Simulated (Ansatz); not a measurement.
Runs of Ansatz 0.2.0 on Si. It takes space group I4/mmm (No. 139, tetragonal). Conventional cell: a = 6.651 Å, b = 6.651 Å, c = 3.845 Å, α = 90.00°, β = 90.00°, γ = 90.00°. Si (site symmetry m2m) has 4 Si at 2.34 to 2.38 Å as nearest neighbours. This isn't the form of Si at room conditions, which is diamond.

```csv
task,level,cutoff (eV),basis error allowed,gap on the mesh (eV),pressure (GPa),V0 of scaled cells (Å³/atom),B0 (GPa),largest force (eV/Å)
equation of state,LDA,-,0.002 eV/atom,-,-,20.79,(a),-
single point,PBEsol,222,0.001 eV/atom,0.16,-0.4,-,-,0.01
band structure,LDA,200,0.002 eV/atom,0.15,-1.9,-,-,(b)
band structure,PBEsol,199,0.002 eV/atom,0.16,-0.4,-,-,0.01
equation of state,PBEsol,-,0.001 eV/atom,-,-,21.16,86,-
```

Alike in all rows: potentials or basis all-electron LAPW, scalar-relativistic; no spin polarisation; cell as given; k mesh 8 × 8 × 8; smearing fermi-dirac 0.05 eV.

Q: Estimate the missing entries.

A: (a) 89; (b) 0.02.

Caveats: the cell was scaled at fixed shape and fractional positions, which overstates the stiffness of a crystal with free parameters, most of all of layers and chains (some runs).

A k mesh can miss the band edges.

Not every run made on this cell is shown here.
